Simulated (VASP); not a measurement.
## CdF2: band structure with PBE

Crystal: CdF2.

```
Cd F
1.0
     0.00000    2.69697    2.69697
     2.69697    0.00000    2.69697
     2.69697    2.69697    0.00000
Cd F
1 2
Cartesian
  0.0000 0.0000 0.0000
  1.3485 1.3485 1.3485
  4.0455 4.0455 4.0455
```

* Program: VASP 6.6.1
* Task: band structure
* Functional: PBE
* Potentials or basis: VASP PAW PBE potentials, release 64 (Cd, F)
* Cutoff: 520 eV
* k mesh: 6 × 6 × 6
* Occupations: gaussian, width 0.03 eV
* Spin: spin-orbit coupling, no magnetisation
* Further INCAR settings: ALGO = Normal; EDIFF = 1e-06; NBANDS = 39

```json
{"Pressure": "5.8 GPa", "Valence electrons inside the program's atomic spheres": "Cd 10.12; F 6.08"}
```

It took 79 s on 2 MPI ranks on Intel(R) Xeon(R) 6975P-C (Granite Rapids), on a shared host, peak memory 0.27 GiB a rank.
